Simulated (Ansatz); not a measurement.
# Property card for PbS

Level of theory: DFT PBE+D3(BJ), scalar-relativistic, plane waves, PAW in Ansatz 0.2.0.

Settings: cutoff 420 eV, Γ-centred mesh 12×12×12 on the computed 2-atom cell, Gaussian smearing of 0.10 eV; no spin polarisation.

The structure is relaxed at this level of theory with its symmetry kept. This form isn't the usual stable structure of the compound.

Symmetry: P-6m2, No. 187, hexagonal system. The conventional cell has a = 4.009 Å, b = 4.009 Å, c = 3.770 Å, α = 90.00°, β = 90.00°, γ = 120.00°. Around Pb (site symmetry -6m2) lie 6 S at 2.99 Å. S (site symmetry -6m2) has 6 Pb at 2.99 Å as nearest neighbours.

```
Volume per atom                                   : 26.24 Å³
Kohn–Sham band gap                                : none (metal)
Density of states at the Fermi level              : 0.18 states/eV per cell (so small that it hangs on the mesh: a semimetal, or crossings between mesh points)
Löwdin character within 0.5 eV of the Fermi level : S 3p 56 %, Pb 6p 28 %, Pb 6s 14 %
Bulk modulus                                      : 48 GPa
Its pressure derivative                           : 3.3
Bader charges (e)                                 : Pb (1 in the cell) 0.96, S (1 in the cell) -0.96
```

Spin-orbit coupling is left out, which matters for the bands of heavy elements.

Cost: 9 runs of about 6.5 core-minutes in all, on Arm Neoverse V2 (shared hosts).